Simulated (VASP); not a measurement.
# NaCl (Pm-3m) in VASP: notebook

The runs below take NaCl through single point, with r2SCAN.

All numbers are computed with VASP 6.6.1; they aren't measurements. Logs are shortened: lines on timing, memory, paths and dates and some standing lists are left out, and cuts for length are marked.

### Step 1. The crystal as given

It takes space group Pm-3m (No. 221, cubic). The conventional cell has a = 3.502 Å, b = 3.502 Å, c = 3.502 Å, α = 90.00°, β = 90.00°, γ = 90.00°. Na (site symmetry m-3m) has 8 Cl at 3.03 Å as nearest neighbours. Around Cl (site symmetry m-3m) lie 8 Na at 3.03 Å.

Measurements of this composition are mostly on another form, of space group No. 225.

### Step 2. Single point, r2SCAN

POSCAR

```
NaCl
1.0
    3.5021900000      0.0000000000      0.0000000000
    0.0000000000      3.5021900000      0.0000000000
    0.0000000000      0.0000000000      3.5021900000
Na Cl
1 1
Direct
    0.0000000000      0.0000000000      0.0000000000
    0.5000000000      0.5000000000      0.5000000000
```

INCAR.step1

```
SYSTEM = NaCl
PREC = Accurate ; ENCUT = 520
ISMEAR = 0 ; SIGMA = 0.05
LREAL = .FALSE. ; LASPH = .TRUE.
NELM = 100 ; NBANDS = 14
GGA = PE ; ALGO = Normal
EDIFF = 1E-4 ; LWAVE = .TRUE.
LCHARG = .FALSE.
```

INCAR.step2

```
SYSTEM = NaCl
PREC = Accurate ; ENCUT = 520
EDIFF = 1E-6 ; ISMEAR = 0
SIGMA = 0.05 ; LREAL = .FALSE.
LASPH = .TRUE. ; NELM = 100
ALGO = Normal ; ISIF = 2
LWAVE = .FALSE. ; LCHARG = .FALSE.
METAGGA = R2SCAN ; LMIXTAU = .TRUE.
NBANDS = 14 ; ISTART = 1
```

KPOINTS

```
regular mesh
0
G
  6 6 6
  0 0 0
```

Potentials or basis: VASP PAW PBE potentials, release 64 (Na_pv, Cl).

Started as:

```console
$ cat potpaw_PBE.64/Na_pv/POTCAR potpaw_PBE.64/Cl/POTCAR > POTCAR
$ cp INCAR.step1 INCAR
$ mpirun -np 1 vasp_std > vasp.out
$ cp INCAR.step2 INCAR
$ mpirun -np 1 vasp_std > vasp.out
```

OUTCAR:

```text
SYSTEM = NaCl
   PREC = Accurate
   ENCUT = 520
   EDIFF = 1E-6
   ISMEAR = 0
   LREAL = .FALSE.
   LASPH = .TRUE.
   NELM = 100
   ISIF = 2
   METAGGA = R2SCAN
   ISTART = 1

 ion  position               nearest neighbor table
   1  0.000  0.000  0.000-
   2  0.500  0.500  0.500-

  LATTYP: Found a simple cubic cell.
 ALAT       =     3.5021900000

  Lattice vectors:

 A1 = (   3.5021900000,   0.0000000000,   0.0000000000)
 A2 = (   0.0000000000,   3.5021900000,   0.0000000000)
 A3 = (   0.0000000000,   0.0000000000,   3.5021900000)

Analysis of symmetry for initial positions (statically):
=====================================================================
 Subroutine PRICEL returns:
 Original cell was already a primitive cell.

 Routine SETGRP: Setting up the symmetry group for a
 simple cubic supercell.

 Subroutine GETGRP returns: Found 48 space group operations
 (whereof 48 operations were pure point group operations)
 out of a pool of 48 trial point group operations.

The static configuration has the point symmetry O_h .

Analysis of symmetry for dynamics (positions and initial velocities):
=====================================================================
 Subroutine PRICEL returns:
 Original cell was already a primitive cell.

 Routine SETGRP: Setting up the symmetry group for a
 simple cubic supercell.

 Subroutine GETGRP returns: Found 48 space group operations
 (whereof 48 operations were pure point group operations)
 out of a pool of 48 trial point group operations.

The dynamic configuration has the point symmetry O_h .

 Subroutine INISYM returns: Found 48 space group operations
 (whereof 48 operations are pure point group operations),
 and found     1 'primitive' translations

----------------------------------------------------------------------------------------

                                     Primitive cell

  volume of cell :      42.9555

  direct lattice vectors                    reciprocal lattice vectors
     3.502190000  0.000000000  0.000000000     0.285535622  0.000000000  0.000000000
     0.000000000  3.502190000  0.000000000     0.000000000  0.285535622  0.000000000
     0.000000000  0.000000000  3.502190000     0.000000000  0.000000000  0.285535622

  length of vectors
     3.502190000  3.502190000  3.502190000     0.285535622  0.285535622  0.285535622

  position of ions in fractional coordinates (direct lattice)
     0.000000000  0.000000000  0.000000000
     0.500000000  0.500000000  0.500000000

  ion indices of the primitive-cell ions
   primitive index   ion index
                 1           1
                 2           2

----------------------------------------------------------------------------------------

 KPOINTS: regular mesh

Automatic generation of k-mesh.
 Grid dimensions read from file:
 generate k-points for:    6    6    6

 Generating k-lattice:

  Cartesian coordinates                     Fractional coordinates (reciprocal lattice)
     0.047589270  0.000000000  0.000000000     0.166666667  0.000000000  0.000000000
     0.000000000  0.047589270  0.000000000     0.000000000  0.166666667  0.000000000
     0.000000000  0.000000000  0.047589270     0.000000000  0.000000000  0.166666667

  Length of vectors
     0.047589270  0.047589270  0.047589270

  Shift w.r.t. Gamma in fractional coordinates (k-lattice)
     0.000000000  0.000000000  0.000000000

 Subroutine IBZKPT returns following result:
 ===========================================

 Found     20 irreducible k-points:

 Following reciprocal coordinates:
            Coordinates               Weight
  0.000000  0.000000  0.000000      1.000000
  0.166667  0.000000  0.000000      6.000000
  0.333333  0.000000  0.000000      6.000000
  0.500000  0.000000  0.000000      3.000000
  0.166667  0.166667  0.000000     12.000000
  0.333333  0.166667  0.000000     24.000000
[... 12 lines left out ...]
  0.500000  0.500000  0.333333      6.000000
  0.500000  0.500000  0.500000      1.000000
   k-points           NKPTS =     20   k-points in BZ     NKDIM =     20   number of bands    NBANDS=     14
   number of dos      NEDOS =    301   number of ions     NIONS =      2
   total plane-waves  NPLWV =  21952
   dimension x,y,z NGX =    28 NGY =   28 NGZ =   28
   dimension x,y,z NGXF=    56 NGYF=   56 NGZF=   56
   ions per type =               1   1
   NGX,Y,Z   is equivalent  to a cutoff of  13.29, 13.29, 13.29 a.u.
   NGXF,Y,Z  is equivalent  to a cutoff of  26.58, 26.58, 26.58 a.u.
 SYSTEM =  NaCl
   PREC   = accura    normal or accurate (medium, high low for compatibility)
   ISTART =      1    job   : 0-new  1-cont  2-samecut
   ICHARG =      0    charge: 1-file 2-atom 10-const
   ISPIN  =      1    spin polarized calculation?
   LNONCOLLINEAR =      F non collinear calculations
   LSORBIT =      F    spin-orbit coupling
   LASPH  =      T    aspherical Exc in radial PAW
   ENCUT  =  520.0 eV  38.22 Ry    6.18 a.u.   6.51  6.51  6.51*2*pi/ulx,y,z
   NELM   =    100;   NELMIN=  2; NELMDL=  0     # of ELM steps
   EDIFF  = 0.1E-05   stopping-criterion for ELM
   LREAL  =      F    real-space projection
   EDIFFG = 0.1E-04   stopping-criterion for IOM
   NSW    =      0    number of steps for IOM
   IBRION =     -1    ionic relax: 0-MD 1-quasi-New 2-CG
   NFREE  =      0    steps in history (QN), initial steepest desc. (CG)
   ISIF   =      2    stress and relaxation
   ISYM   =      2    0-nonsym 1-usesym 2-fastsym
   POTIM  = 0.5000    time-step for ionic-motion
   TEBEG  =    0.0;   TEEND  =   0.0 temperature during run
   PSTRESS=    0.0 pullay stress
   NELECT =      14.0000    total number of electrons
   NUPDOWN=      -1.0000    fix difference up-down
   EMIN   =  10.00;   EMAX   =-10.00  energy-range for DOS
   EFERMI =   0.00;   METHOD = LEGACY
   ISMEAR =     0;   SIGMA  =   0.05  broadening in eV -4-tet -1-fermi 0-gaus
   EFERMI_NEDOS =   21; number of points for ismear=-14 and -15
   IALGO  =     38    algorithm
   IMIX   =      4    mixing-type and parameters
     AMIX     =   0.40;   BMIX     =  1.00
     AMIX_MAG =   1.60;   BMIX_MAG =  1.00
  volume/ion in A,a.u.               =      21.48       144.94
  Fermi-wavevector in a.u.,A,eV,Ry     =   1.126621  2.129005 17.269530  1.269275
  Thomas-Fermi vector in A             =   2.263304
   LORBIT       =      0    0 simple, 1 ext, 2 COOP (PROOUT), +10 PAW based schemes
   METAGGA = R2SCAN    functional components
   LHFCALC =     F    Hartree Fock is set to
   AEXX    =    0.0000 exact exchange contribution
   IVDW    =     0    specifies the selected vdW correction
   LEPSILON=     F    determine dielectric tensor
   LRPA    =     F    only Hartree local field effects (RPA)
 non-spin polarized calculation
 Gauss-broadening in eV      SIGMA  =   0.05
  energy-cutoff  :      520.00
  volume of cell :       42.96
 maximum number of plane-waves:      1189
 NGX is ok and might be reduce to    28
   NGX = 13   NGY = 13   NGZ = 13

 number of electron      13.9999982 magnetization

 Free energy of the ion-electron system (eV)
  ---------------------------------------------------
  ext. energy  EPLUGINS =         0.00000000
  ---------------------------------------------------
  free energy    TOTEN  =       -13.45838615 eV

  energy without entropy =      -13.45838615  energy(sigma->0) =      -13.45838615

 E-fermi :   0.3006     XC(G=0):  -8.8995

 val. band max:        0.0372824471   @ k =   0.5000   0.5000   0.0000
 cond. band min:       4.8514292373   @ k =   0.0000   0.0000   0.0000
 fundamental gap:      4.8141467902
 Fermi energy:         0.3005981162

 k-point     1 :       0.0000    0.0000    0.0000
  band No.  band energies     occupation
      1     -22.7885      2.00000
      2     -22.7885      2.00000
      3     -22.7885      2.00000
      4     -13.9249      2.00000
      5      -0.4675      2.00000
      6      -0.4675      2.00000
      7      -0.4675      2.00000
      8       4.8514      0.00000
      9       9.2184      0.00000
     10       9.2184      0.00000
     11      16.7086      0.00000
     12      16.7086      0.00000
     13      16.7087      0.00000
     14      16.9876      0.00000

 k-point     2 :       0.1667    0.0000    0.0000
  band No.  band energies     occupation
      1     -22.7981      2.00000
      2     -22.7877      2.00000
      3     -22.7877      2.00000
      4     -13.8390      2.00000
      5      -1.2420      2.00000
      6      -0.4105      2.00000
      7      -0.4105      2.00000
      8       5.5642      0.00000
      9       9.5352      0.00000
     10       9.7978      0.00000
     11      14.8015      0.00000
     12      14.8015      0.00000
     13      16.3129      0.00000
     14      16.9257      0.00000

 k-point     3 :       0.3333    0.0000    0.0000
  band No.  band energies     occupation
      1     -22.8171      2.00000
      2     -22.7859      2.00000
      3     -22.7859      2.00000
      4     -13.6576      2.00000
      5      -2.4243      2.00000
      6      -0.2920      2.00000
      7      -0.2920      2.00000
      8       6.8420      0.00000
      9      10.1431      0.00000
     10      10.4335      0.00000
     11      13.2454      0.00000
     12      13.2454      0.00000
     13      15.0980      0.00000
     14      16.9655      0.00000

 k-point     4 :       0.5000    0.0000    0.0000
  band No.  band energies     occupation
      1     -22.8265      2.00000
      2     -22.7851      2.00000
      3     -22.7851      2.00000
      4     -13.5616      2.00000
      5      -2.9200      2.00000
      6      -0.2303      2.00000
      7      -0.2303      2.00000
      8       7.7316      0.00000
      9       9.5647      0.00000
     10      11.2983      0.00000
     11      12.6758      0.00000
     12      12.6758      0.00000
     13      13.5812      0.00000
     14      17.7920      0.00000

 k-point     5 :       0.1667    0.1667    0.0000
  band No.  band energies     occupation
      1     -22.7979      2.00000
      2     -22.7959      2.00000
      3     -22.7868      2.00000
      4     -13.7577      2.00000
      5      -1.2674      2.00000
      6      -1.0199      2.00000
      7      -0.3518      2.00000
      8       6.2164      0.00000
      9       9.8231      0.00000
     10      10.2335      0.00000
     11      13.3029      0.00000
[... 208 lines left out ...]
 k-point    18 :       0.5000    0.3333    0.3333
  band No.  band energies     occupation
      1     -22.8156      2.00000
      2     -22.8068      2.00000
      3     -22.8059      2.00000
      4     -13.1489      2.00000
      5      -2.1001      2.00000
      6      -1.5899      2.00000
      7      -1.5136      2.00000
      8       7.6239      0.00000
      9       8.3667      0.00000
     10       8.9689      0.00000
     11      14.2455      0.00000
     12      15.0032      0.00000
     13      15.0157      0.00000
     14      16.2534      0.00000

 k-point    19 :       0.5000    0.5000    0.3333
  band No.  band energies     occupation
      1     -22.8142      2.00000
      2     -22.8142      2.00000
      3     -22.8052      2.00000
      4     -13.0749      2.00000
      5      -1.9697      2.00000
      6      -1.9697      2.00000
      7      -1.4480      2.00000
      8       7.3004      0.00000
      9       8.4268      0.00000
     10       8.4268      0.00000
     11      14.0916      0.00000
     12      14.7924      0.00000
     13      16.5516      0.00000
     14      16.5516      0.00000

 k-point    20 :       0.5000    0.5000    0.5000
  band No.  band energies     occupation
      1     -22.8129      2.00000
      2     -22.8129      2.00000
      3     -22.8129      2.00000
      4     -13.0003      2.00000
      5      -1.8595      2.00000
      6      -1.8595      2.00000
      7      -1.8595      2.00000
      8       7.7886      0.00000
      9       7.7886      0.00000
     10       7.7886      0.00000
     11      13.0223      0.00000
     12      17.0097      0.00000
     13      17.0097      0.00000
     14      17.0097      0.00000

------------------------ aborting loop because EDIFF is reached ----------------------------------------

  FORCE on cell =-STRESS in cart. coord.  units (eV):
  Direction    XX          YY          ZZ          XY          YZ          ZX
  --------------------------------------------------------------------------------------
  -------------------------------------------------------------------------------------
  Total       -0.3319184     -0.3319184     -0.3319184      0.0000000      0.0000000     -0.0000000
  in kB      -12.3800618    -12.3800618    -12.3800618      0.0000000      0.0000000     -0.0000000
  external PRESSURE =     -12.3800618 kB  Pullay stress =       0.0000000 kB

 VOLUME and BASIS-vectors are now :
 -----------------------------------------------------------------------------
  energy-cutoff  :      520.00
  volume of cell :       42.96
      direct lattice vectors                 reciprocal lattice vectors
     3.502190000  0.000000000  0.000000000     0.285535622  0.000000000  0.000000000
     0.000000000  3.502190000  0.000000000     0.000000000  0.285535622  0.000000000
     0.000000000  0.000000000  3.502190000     0.000000000  0.000000000  0.285535622

 POSITION                                       TOTAL-FORCE (eV/Angst)
 -----------------------------------------------------------------------------------
      0.00000      0.00000      0.00000         0.000000      0.000000      0.000000
      1.75110      1.75110      1.75110         0.000000      0.000000      0.000000
 -----------------------------------------------------------------------------------
    total drift:                               -0.000000      0.000000      0.000000

  FREE ENERGIE OF THE ION-ELECTRON SYSTEM (eV)
  ---------------------------------------------------
  free  energy   TOTEN  =       -13.4583861543 eV

  energy  without entropy=      -13.4583861543  energy(sigma->0) =      -13.45838615
```

It took 31 s on 1 thread of Intel Xeon Platinum 8488C (Sapphire Rapids), shared host; peak memory 0.15 GiB.

Results:

```yaml
Free_energy: -13.4584 eV
Pressure: -1.2 GPa
Band_gap_on_the_k_mesh: 4.81 eV, indirect (least direct gap 5.32 eV)
```

Levels at points of the mesh, in eV from the valence-band top:
```
           k point  band 4  band 5  band 6  band 7  band 8  band 9  band 10  band 11
(0.00, 0.00, 0.00)  -13.96   -0.50   -0.50   -0.50    4.81    9.18     9.18    16.67
(0.50, 0.00, 0.00)  -13.60   -2.96   -0.27   -0.27    7.69    9.53    11.26    12.64
(0.50, 0.50, 0.00)  -13.32   -2.30   -2.30    0.00    6.25   10.65    11.94    11.94
(0.50, 0.50, 0.50)  -13.04   -1.90   -1.90   -1.90    7.75    7.75     7.75    12.98
```

Caveat: the PAW data sets were made with another functional, which shifts forces and pressure a little.

### Step 3. Single point, r2SCAN

POSCAR is that of step 2.

INCAR.step1

```
SYSTEM = NaCl
PREC     = Accurate       ! precision mode
ENCUT    = 520            ! plane-wave cutoff, eV
ISMEAR   = 0              ! smearing method
SIGMA    = 0.05           ! smearing width, eV
LREAL    = .FALSE.        ! projectors in reciprocal space
LASPH    = .TRUE.         ! aspherical terms in the spheres
NELM     = 100            ! most SCF steps
NBANDS   = 14             ! bands
GGA      = PE             ! functional
ALGO     = Normal         ! electronic algorithm
EDIFF    = 1E-4           ! SCF threshold, eV
LWAVE    = .TRUE.         ! write WAVECAR
LCHARG   = .FALSE.        ! write CHGCAR
```

INCAR.step2

```
SYSTEM = NaCl
PREC     = Accurate       ! precision mode
ENCUT    = 520            ! plane-wave cutoff, eV
EDIFF    = 1E-6           ! SCF threshold, eV
ISMEAR   = 0              ! smearing method
SIGMA    = 0.05           ! smearing width, eV
LREAL    = .FALSE.        ! projectors in reciprocal space
LASPH    = .TRUE.         ! aspherical terms in the spheres
NELM     = 100            ! most SCF steps
ALGO     = Normal         ! electronic algorithm
ISIF     = 2              ! what is computed and relaxed
LWAVE    = .FALSE.        ! write WAVECAR
LCHARG   = .FALSE.        ! write CHGCAR
METAGGA  = R2SCAN         ! meta-GGA
LMIXTAU  = .TRUE.       
NBANDS   = 14             ! bands
ISTART   = 1
```

KPOINTS

```
Automatic mesh
0
G
  8 8 8
  0 0 0
```

Potentials or basis: VASP PAW PBE potentials, release 64 (Na_pv, Cl).

Started as:

```console
$ cat potpaw_PBE.64/Na_pv/POTCAR potpaw_PBE.64/Cl/POTCAR > POTCAR
$ cp INCAR.step1 INCAR
$ mpirun -np 1 vasp_std > vasp.out
$ cp INCAR.step2 INCAR
$ mpirun -np 1 vasp_std > vasp.out
```

Run time: 46 s. Hardware: 1 thread of Intel Xeon Platinum 8488C (Sapphire Rapids), shared host; peak memory 0.16 GiB.

The run converged. Its results:

| Property | Result |
| --- | --- |
| Free energy | -13.4586 eV |
| Pressure | -1.2 GPa |
| Band gap on the k mesh | 4.81 eV, indirect (least direct gap 5.32 eV) |

Levels at points of the mesh, in eV from the valence-band top:
```
           k point  band 3  band 4  band 5  band 6  band 7  band 8  band 9  band 10  band 11  band 12
(0.00, 0.00, 0.00)  -22.83  -13.96   -0.50   -0.50   -0.50    4.81    9.18     9.18    16.67    16.67
(0.50, 0.00, 0.00)  -22.82  -13.60   -2.96   -0.27   -0.27    7.69    9.53    11.26    12.64    12.64
(0.50, 0.50, 0.00)  -22.82  -13.32   -2.30   -2.30    0.00    6.25   10.65    11.94    11.94    13.26
(0.50, 0.50, 0.50)  -22.85  -13.04   -1.90   -1.90   -1.90    7.75    7.75     7.75    12.99    16.97
```

Caveat: the PAW data sets were made with another functional, which shifts forces and pressure a little. A k mesh can miss the band edges.
